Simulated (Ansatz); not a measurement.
## Fe (diamond): energy against volume

The calculation used Ansatz, DFT, PBE, plane waves (420 eV) with PAW, scalar-relativistic.

The cell is scaled uniformly from the relaxed one, with fractional coordinates and shape fixed. Energies are extrapolated to zero smearing, pressures are those at the given smearing. Magnetic state: non-magnetic.

A Birch-Murnaghan fit gives V₀ = 14.46 Å³/atom, B₀ = 156 GPa, B₀′ = 4.5.

Problem. What are the energy above the minimum and the pressure at 12.731 Å³/atom?

Solution. 126.4 meV/atom and 26.39 GPa as computed.

Problem. What are the energy above the minimum and the pressure at 13.310 Å³/atom?

Solution. 51.6 meV/atom and 15.60 GPa as computed.

Problem. What are the energy above the minimum and the pressure at 15.625 Å³/atom?

Solution. 39.6 meV/atom and -10.06 GPa as computed.
